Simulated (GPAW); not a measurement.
Crystal: Ir.

```
Ir
1.0
     2.75138    0.00000    0.00000
    -1.37569    2.38276    0.00000
     0.00000    0.00000    4.46229
Ir
2
Direct
  0.33333 0.66667 0.25000
  0.66667 0.33333 0.75000
```

This isn't the form of Ir at room conditions, which is fcc.

* Program: GPAW 26.7.0
* Task: relaxation of cell and atoms
* Functional: PBEsol
* Dispersion: D3(BJ)
* Potentials or basis: PAW data sets generated in the run's folder for this functional
* Cutoff: 600 eV
* Basis: pw
* k mesh: 8 × 8 × 5
* Occupations: fermi-dirac, width 0.05 eV
* Spin: no spin polarisation

At the start: pressure -20.2 GPa; volume 14.63 Å³/atom.

How do energy, volume and symmetry change on relaxing?

Over 6 steps the energy falls by 54.9 meV/atom and the volume is 13.81 Å³/atom (-5.6 %); space group P6_3/mmc (No. 194, to 0.05 Å).

The path:
```
step  energy change (eV)  largest force (eV/Å)  pressure (GPa)  volume (Å³)
   1              0.0000                0.0000          -20.22        29.25
   2             -0.0982                0.0000           -7.07        28.12
   3             -0.1095                0.0000            0.72        27.56
   4             -0.1097                0.0000            0.00        27.61
   5             -0.1098                0.0000           -0.05        27.61
   6             -0.1098                0.0000           -0.03        27.61
```

Final structure:
```
CELL_PARAMETERS angstrom
2.70233 0.00000 0.00000
-1.35116 2.34029 0.00000
0.00000 0.00000 4.36609
ATOMIC_POSITIONS crystal
Ir 0.33333 0.66667 0.25000
Ir 0.66667 0.33333 0.75000
```

Caveat: later steps reuse the first step's grids; pairwise dispersion overbinds metals, which lowers pressure and volume.
